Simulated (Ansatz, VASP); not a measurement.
I: VASP beside Ansatz

```xyz
1
Lattice="2.5213 -3.6817 0.0000 2.5213 3.6817 0.0000 -1.6100 0.0000 2.3651" Properties=species:S:1:pos:R:3 pbc="T T T"
I     1.7163    0.0000    1.1826
```

Change from the starting cell: volume scaled by 0.98.

Alike in both runs: task single point; functional PBE; k mesh 7 × 7 × 11; occupations fermi-dirac, width 0.05 eV; no spin polarisation.

|  | VASP | Ansatz |
| --- | --- | --- |
| version | VASP 6.6.1 | Ansatz 0.2.0 |
| potentials or method | VASP PAW PBE potentials, release 64 (I) | Ansatz PAW |
| plane-wave cutoff (eV) | 520 | 420 |
| valence electrons in the cell | 7 | 17 |

VASP gave:

```
gap on the k mesh at the Fermi level (eV)       : none
pressure (GPa)                                  : 1.6
largest component of the traceless stress (GPa) : 1.20
```

Estimate Ansatz's values.

gap on the k mesh at the Fermi level (eV): none; pressure (GPa): 1.6; largest component of the traceless stress (GPa): 1.31.

A gap of «none» marks a metal or a gap that the smearing closes. The two sets of potentials don't hold the same shells in valence.

Caveats: an odd number of electrons without spin polarisation forces a metal; a magnetic or distorted state may lie lower. The runs have no spin-orbit coupling, so splittings on I are missing.
